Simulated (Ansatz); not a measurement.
# V2O3: the cost of one run

Method: DFT PBE+U (U_eff = 3.2 eV on V 3d), scalar-relativistic, plane waves, PAW, in Ansatz 0.2.0.

## 1. The structure to begin with

The structure is trigonal, space group R-3c (No. 167). Conventional cell: a = 4.942 Å, b = 4.942 Å, c = 14.016 Å, α = 90.00°, β = 90.00°, γ = 120.00°. V (site symmetry 3) has 6 O at 1.95 to 2.08 Å as nearest neighbours. O (site symmetry 2) is surrounded by 4 V at 1.95 to 2.08 Å.

Structure file:

```cif
data_structure
_symmetry_space_group_name_H-M 'P 1'
_symmetry_Int_Tables_number 1
_cell_length_a 5.4745
_cell_length_b 5.4745
_cell_length_c 5.4745
_cell_angle_alpha 53.667
_cell_angle_beta 53.667
_cell_angle_gamma 53.667
_cell_volume 98.84
loop_
_atom_site_label
_atom_site_type_symbol
_atom_site_fract_x
_atom_site_fract_y
_atom_site_fract_z
_atom_site_occupancy
V1 V 0.34670 0.34670 0.34670 1
V2 V 0.15330 0.15330 0.15330 1
V3 V 0.65330 0.65330 0.65330 1
V4 V 0.84670 0.84670 0.84670 1
O1 O 0.56980 0.93020 0.25000 1
O2 O 0.25000 0.56980 0.93020 1
O3 O 0.93020 0.25000 0.56980 1
O4 O 0.43020 0.06980 0.75000 1
O5 O 0.75000 0.43020 0.06980 1
O6 O 0.06980 0.75000 0.43020 1
```

The moments start at V 2.00 μB.

## 2. First run, at the start cell

Input file input.yaml:

```yaml
crystal:
  lattice:
    - [2.4712, 1.4267479852, 4.6720333333]
    - [-2.4712, 1.4267479852, 4.6720333333]
    - [0.0, -2.8534959704, 4.6720333333]
  atoms:
    - { symbol: V, position: [0.3467, 0.3467, 0.3467], spin: 2.0 }
    - { symbol: V, position: [0.1533, 0.1533, 0.1533], spin: 2.0 }
    - { symbol: V, position: [0.6533, 0.6533, 0.6533], spin: 2.0 }
    - { symbol: V, position: [0.8467, 0.8467, 0.8467], spin: 2.0 }
    - { symbol: O, position: [0.5698, 0.9302, 0.25] }
    - { symbol: O, position: [0.25, 0.5698, 0.9302] }
    - { symbol: O, position: [0.9302, 0.25, 0.5698] }
    - { symbol: O, position: [0.4302, 0.0698, 0.75] }
    - { symbol: O, position: [0.75, 0.4302, 0.0698] }
    - { symbol: O, position: [0.0698, 0.75, 0.4302] }
basis:
  ecutwfc: 420
  ecutrho_ratio: 4
kpoints:
  mp_grid: { grid: [4, 4, 4] }
hamiltonian:
  xc: pbe
  hubbard: { sites: [{ species: V, l: d, u_eff: 3.25 }] }
scf:
  occupations: { method: gaussian, width: 0.05 }
output:
  forces: true
  stress: true
  eigenvalues: true
  populations: true
  hubbard: { sites: [{ species: V, l: d }] }
magnetization:
  spin_polarized: true
```

Command:

```
$ ansatz run input.yaml --threads 4 --pin off --max-ram 10240MiB --backend cpu --events-out ev --progress --plain --runs-dir out
```

Q: Estimate wall time and peak memory on 4 threads of Intel Xeon at 2.50GHz (Skylake/Cascade Lake), shared host.

About 4.1 min, with a peak of 1.5 GiB.
